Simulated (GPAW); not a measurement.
# Hf (Fm-3m) in GPAW: single point with AM05

Aim: the single point of Hf with AM05.

All numbers are computed with GPAW 26.7.0; they aren't measurements. Logs are shortened: lines on timing, memory, paths and dates and some standing lists are left out, and cuts for length are marked. The log counts tension as positive stress, the text compression.

### 1 The structure

Symmetry: Fm-3m, No. 225, cubic system. Conventional cell: a = 4.440 Å, b = 4.440 Å, c = 4.440 Å, α = 90.00°, β = 90.00°, γ = 90.00°. Hf (site symmetry m-3m) has 12 Hf at 3.14 Å as nearest neighbours.

This isn't the form of Hf at room conditions, which is hcp.

### 2 Single point, AM05

run.py

```python
from ase.dft.bandgap import bandgap
from ase.io import read, write
from ase.units import GPa
from gpaw import GPAW, PW, setup_paths

setup_paths.insert(0, '.')

atoms = read('POSCAR')

calc = GPAW(mode=PW(400),
            xc='AM05',
            kpts={'size': (8, 8, 8), 'gamma': True},
            occupations={'name': 'fermi-dirac', 'width': 0.05},
            nbands=14,
            maxiter=120,
            txt='gpaw.txt')
atoms.calc = calc
energy = atoms.get_potential_energy()
forces = atoms.get_forces()
stress = atoms.get_stress()
calc.write('gs.gpw')
write('result.traj', atoms)
print(f'Energy: {energy:.6f} eV')
print('Forces (eV/A):')
print(forces.round(4))
print('Stress (GPa):', (stress / GPa).round(3))
print('Fermi level:', round(calc.get_fermi_level(), 4), 'eV')
print(f'Gap: {bandgap(calc)[0]:.4f} eV, direct: {bandgap(calc, direct=True)[0]:.4f} eV')
```

POSCAR

```
Hf
1.0
    0.0000000000      2.2200000000      2.2200000000
    2.2200000000      0.0000000000      2.2200000000
    2.2200000000      2.2200000000      0.0000000000
Hf
1
Direct
    0.0000000000      0.0000000000      0.0000000000
```

Potentials or basis: PAW data sets generated in the run's folder for this functional, pw.

On the command line:

```console
> gpaw-setup -f AM05 Hf
> OMP_NUM_THREADS=1 python run.py
```

gpaw.txt:

```text
__  _  _
 | _ |_)|_||  |
 |__||  | ||/\| - 26.7.0

Input parameters:
  mode=PW(ecut=400.0),
  kpts=MonkhorstPack(size=(8, 8, 8), gamma=True),
  maxiter=120,
  nbands=14,
  occupations=Occupations(name='fermi-dirac', width=0.05),
  xc=XC(name='AM05')

Diagonalizing LCAO Hamiltonian
Converting LCAO to pw mode

       Hf

Atoms  # Å, Bohr magnetons
|   | symbol |        x |        y |        z |    initial magnetic moments |
|---|--------|----------|----------|----------|-----------------------------|
| 0 |     Hf | 0.000000 | 0.000000 | 0.000000 | ( 0.0000,  0.0000,  0.0000) |

Unit cell  # Å
| periodic |        x |        y |        z |  lengths |    angles |
|----------|----------|----------|----------|----------|-----------|
|      yes | 0.000000 | 2.220000 | 2.220000 | 3.139554 | 60.000000 |
|      yes | 2.220000 | 0.000000 | 2.220000 | 3.139554 | 60.000000 |
|      yes | 2.220000 | 2.220000 | 0.000000 | 3.139554 | 60.000000 |

Number of symmetries: 48
Symmetry operations  # r_c * U_cc + t_c -> r_c
|    | kind |            matrix            |
|----|------|------------------------------|
|  0 |  σ   |  1, 0, 0,  1, 0,-1,  1,-1, 0 |
|  1 |  C2  |  1, 0, 0,  1,-1, 0,  1, 0,-1 |
|  2 |  E   |  1, 0, 0,  0, 1, 0,  0, 0, 1 |
|  3 |  σ   |  1, 0, 0,  0, 0, 1,  0, 1, 0 |
|  4 |  C4  |  1, 0,-1,  1, 0, 0,  1,-1, 0 |
|  5 |  S6  |  1, 0,-1,  1,-1, 0,  1, 0, 0 |
|  6 |  σ   |  1, 0,-1,  0, 1,-1,  0, 0,-1 |
|  7 |  C3  |  1, 0,-1,  0, 0,-1,  0, 1,-1 |
|  8 |  S6  |  1,-1, 0,  1, 0, 0,  1, 0,-1 |
|  9 |  C4  |  1,-1, 0,  1, 0,-1,  1, 0, 0 |
| 10 |  C3  |  1,-1, 0,  0,-1, 1,  0,-1, 0 |
| 11 |  σ   |  1,-1, 0,  0,-1, 0,  0,-1, 1 |
| 12 |  σ   |  0, 1, 0,  1, 0, 0,  0, 0, 1 |
| 13 |  C4  |  0, 1, 0,  0, 1,-1, -1, 1, 0 |
| 14 |  C3  |  0, 1, 0,  0, 0, 1,  1, 0, 0 |
| 15 |  S6  |  0, 1, 0, -1, 1, 0,  0, 1,-1 |
| 16 |  C2  |  0, 1,-1,  1, 0,-1,  0, 0,-1 |
| 17 |  σ   |  0, 1,-1,  0, 1, 0, -1, 1, 0 |
| 18 |  S4  |  0, 1,-1,  0, 0,-1,  1, 0,-1 |
| 19 |  C4  |  0, 1,-1, -1, 1, 0,  0, 1, 0 |
| 20 |  C3  |  0, 0, 1,  1, 0, 0,  0, 1, 0 |
| 21 |  σ   |  0, 0, 1,  0, 1, 0,  1, 0, 0 |
| 22 |  S6  |  0, 0, 1,  0,-1, 1, -1, 0, 1 |
| 23 |  C4  |  0, 0, 1, -1, 0, 1,  0,-1, 1 |
| 24 |  S4  |  0, 0,-1,  1, 0,-1,  0, 1,-1 |
| 25 |  C3  |  0, 0,-1,  0, 1,-1,  1, 0,-1 |
| 26 |  C2  |  0, 0,-1,  0,-1, 0, -1, 0, 0 |
| 27 |  S6  |  0, 0,-1, -1, 0, 0,  0,-1, 0 |
| 28 |  S4  |  0,-1, 1,  1,-1, 0,  0,-1, 0 |
| 29 |  C4  |  0,-1, 1,  0, 0, 1, -1, 0, 1 |
| 30 |  C2  |  0,-1, 1,  0,-1, 0,  1,-1, 0 |
| 31 |  σ   |  0,-1, 1, -1, 0, 1,  0, 0, 1 |
| 32 |  C3  |  0,-1, 0,  1,-1, 0,  0,-1, 1 |
| 33 |  S6  |  0,-1, 0,  0, 0,-1, -1, 0, 0 |
| 34 |  S4  |  0,-1, 0,  0,-1, 1,  1,-1, 0 |
| 35 |  C2  |  0,-1, 0, -1, 0, 0,  0, 0,-1 |
| 36 |  C2  | -1, 1, 0,  0, 1, 0,  0, 1,-1 |
| 37 |  S6  | -1, 1, 0,  0, 1,-1,  0, 1, 0 |
| 38 |  S4  | -1, 1, 0, -1, 0, 1, -1, 0, 0 |
| 39 |  C3  | -1, 1, 0, -1, 0, 0, -1, 0, 1 |
| 40 |  S6  | -1, 0, 1,  0, 0, 1,  0,-1, 1 |
| 41 |  C2  | -1, 0, 1,  0,-1, 1,  0, 0, 1 |
| 42 |  C3  | -1, 0, 1, -1, 1, 0, -1, 0, 0 |
| 43 |  S4  | -1, 0, 1, -1, 0, 0, -1, 1, 0 |
| 44 |  C2  | -1, 0, 0,  0, 0,-1,  0,-1, 0 |
| 45 |  i   | -1, 0, 0,  0,-1, 0,  0, 0,-1 |
| 46 |  σ   | -1, 0, 0, -1, 1, 0, -1, 0, 1 |
| 47 |  C2  | -1, 0, 0, -1, 0, 1, -1, 1, 0 |

BZ-sampling:
  Number of BZ points: 512
  Number of IBZ points: 29

  Monkhorst-Pack size: [8, 8, 8]
  Monkhorst-Pack shift: [0.0625, 0.0625, 0.0625]

K-points  # in reciprocal-cell coordinates
|     |                                coordinates |     weight |
|-----|--------------------------------------------|------------|
|   0 | (  0.00000000,   0.00000000,   0.00000000) | 0.00195312 |
|   1 | (  0.12500000,   0.12500000,   0.00000000) | 0.01171875 |
|   2 | (  0.12500000,   0.12500000,   0.12500000) | 0.01562500 |
|   3 | (  0.25000000,   0.12500000,   0.12500000) | 0.02343750 |
|   4 | (  0.25000000,   0.25000000,   0.00000000) | 0.01171875 |
|   5 | (  0.25000000,   0.25000000,   0.12500000) | 0.04687500 |
|   6 | (  0.25000000,   0.25000000,   0.25000000) | 0.01562500 |
|   7 | (  0.37500000,   0.25000000,  -0.37500000) | 0.04687500 |
|   8 | (  0.37500000,   0.25000000,   0.12500000) | 0.04687500 |
|   9 | (  0.37500000,   0.25000000,   0.25000000) | 0.04687500 |
| ... |                                            |            |
|  28 | (  0.50000000,   0.50000000,   0.50000000) | 0.00781250 |

Plane wave coefficients: 415
Cutoff: 400.0 eV

Spin-components: 1 (collinear spins)
Bands:           14
Projectors:      6
Spin-degeneracy: 2
Datatype:        complex128

Parallelization:
  kpt:    1
  domain: 1
  band:   1

Density:
  Valence electrons: 12.0
  Components: 1
  Grid points: [15 15 15]
  Charge: 0.0  # |e|

Potential:
  Grid points: [15 15 15]

species:
  Hf:
    name:    Hafnium
    Z:       72.0
    valence: 12
    core:    60
    charge:  0.0  # [|e|]
    compensation charges:
      type: gauss
      rc: 0.41  # [Å]
      lmax: 2
    cutoffs:
      filter: 2.36  # [Å]
      core: 4.02  # [Å]
    projectors
    | kind |    occ | energy [eV] | rcut [Å] |
    |------|--------|-------------|----------|
    |   5s |  2.000 |     -66.868 |    1.397 |
    |   6s |  2.000 |      -5.050 |    1.397 |
    |   5p |  6.000 |     -35.616 |    1.307 |
    |   6p |  0.000 |      -1.329 |    1.307 |
    |   5d |  2.000 |      -2.680 |    1.334 |
    |    d |        |      24.531 |    1.334 |

    Using partial waves for Hf as LCAO basis

Reference energy: -409650.594236  # eV

eigensolver:
  PPCG
  Converge bands: occupied
  niter=2

density mixing:
  MSR1-Mixer
  Pratt-step length: 0.05
  Maximum mixing coefficient: 0.75
  Old densities: 10
  SVD Regularization: 0.005
  Good broyden scale: 1.0
  Trust region scale: 1.0
  Backstep threshold: 4.0
  History deletion threshold: 6.0
  Fourier metric: weight=20.0, sigma=0.015

occupation numbers:
  Fermi-Dirac:
    width: 0.0500  # eV

poisson solver:
  ecut: 3200.0  # eV

xc functional:
  name: AM05 with 2 nearest neighbor stencil

convergence criteria:
- Maximum [total energy] change in last 3 cyles: 0.0005 eV / valence electron
- Maximum integral of absolute [dens]ity change: 0.0001 electrons / valence electron
- Maximum integral of absolute [eigenst]ate change: 4e-08 eV^2 / valence electron
maximum number of iterations: 120

SCF iterations
|iter     | |      energy | eigst |  dens |
|---------|-|-------------|-------|-------|
|iter:   1| |   -7.901098 | -0.28 |       |
|iter:   2| |   -7.882360 | -3.13 | -1.29 |
|iter:   3| |   -7.785795 | -2.01 | -1.32 |
|iter:   4| |   -7.788942 | -3.35 | -1.95 |
|iter:   5| |   -7.789864c| -4.69 | -2.38 |
|iter:   6| |   -7.789865c| -6.60 | -3.73 |
|iter:   7| |   -7.789865c| -7.80c| -4.20c|

Converged in 7 steps
Energy contributions relative to reference atoms: (reference = -409650.594236)

Energy contributions:
  Kinetic:           6.924971
  Coulomb:          -6.437931
  Zero:             -0.498609
  External:          0.000000
  Xc:               -7.772072
  Entropy:          -0.012448
  Spinorbit:         0.000000
  ----------------------------
  Free energy:      -7.796089
  Extrapolated:     -7.789865

dipole moment: (-16.117392, -16.117392, -16.117392)  # |e|*Ang

Fermi level: 9.922
Eigenvalues  # (at kpt = [0.000, 0.000, 0.000])
| band index |      eig [eV] | occ [0-2] |
|------------|---------------|-----------|
|          0 |       -51.649 |     2.000 |
|          1 |       -20.070 |     2.000 |
|          2 |       -20.070 |     2.000 |
|          3 |       -20.070 |     2.000 |
|          4 |         2.644 |     2.000 |
|          5 |        11.316 |     0.000 |
|          6 |        11.316 |     0.000 |
|          7 |        11.316 |     0.000 |
|          8 |        14.166 |     0.000 |
|          9 |        14.166 |     0.000 |
|         10 |        21.497 |     0.000 |
|         11 |        25.880 |     0.000 |
|         12 |        25.880 |     0.000 |
|         13 |        25.880 |     0.000 |

No gap
No difference between direct/indirect transitions

Forces  # eV/Ang
|       x |       y |        z |
|---------|---------|----------|
| 0.00000 | 0.00000 | -0.00000 |  # Hf   0

Stress tensor  # eV/Ang^3
|         x |         y |        z |
|-----------|-----------|----------|
|  0.006478 | -0.000000 | 0.000000 |
| -0.000000 |  0.006478 | 0.000000 |
|  0.000000 |  0.000000 | 0.006478 |

# Writing to gs.gpw (mode='')
```

It took 5.9 s on 1 thread of Arm Neoverse V2, shared host; peak memory 0.12 GiB.

These settings aren't checked as converged: the numbers below hold their error.

What came out:

| Property | Result |
| --- | --- |
| Free energy | -7.7961 eV |
| Pressure | -1.0 GPa |
| Band gap on the k mesh | none (metal or under the smearing width) |

Caveat: the cutoff is short for stress and forces, so pressures can be off by a GPa or more.
